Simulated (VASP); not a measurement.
InP, 2 atoms in the cell. The structure is cubic, space group F-43m (No. 216). The conventional cell has a = 5.861 Å, b = 5.861 Å, c = 5.861 Å, α = 90.00°, β = 90.00°, γ = 90.00°. In (site symmetry -43m) is surrounded by 4 P at 2.54 Å. Around P (site symmetry -43m) lie 4 In at 2.54 Å. 

| Property | Result |
| --- | --- |
| Program | VASP 6.6.1 |
| Task | band structure |
| Functional | r2SCAN |
| Potentials or basis | VASP PAW PBE potentials, release 64 (In_d, P) |
| Cutoff | 520 eV |
| k mesh | 6 × 6 × 6 |
| Occupations | gaussian, width 0.02 eV |
| Spin | spin-orbit coupling, no magnetisation |
| Ladder | gaps |
| Further INCAR settings | ALGO = Normal; EDIFF = 1e-07; NBANDS = 30 |

Potentials or basis: VASP PAW PBE potentials, release 64 (In_d, P).

The run is started by

```bash
$ cat potpaw_PBE.64/In_d/POTCAR potpaw_PBE.64/P/POTCAR > POTCAR
$ mpirun -np 2 vasp_ncl > vasp.out
```

Hardware: 2 MPI ranks on Intel(R) Xeon(R) 6975P-C (Granite Rapids), with other jobs on the host.

Question: Estimate the wall time of this run.

Answer: Wall time 10 min on 2 MPI ranks on Intel(R) Xeon(R) 6975P-C (Granite Rapids), on a shared host, peak memory 0.39 GiB a rank. Counts: scf iterations 120, k points 22.
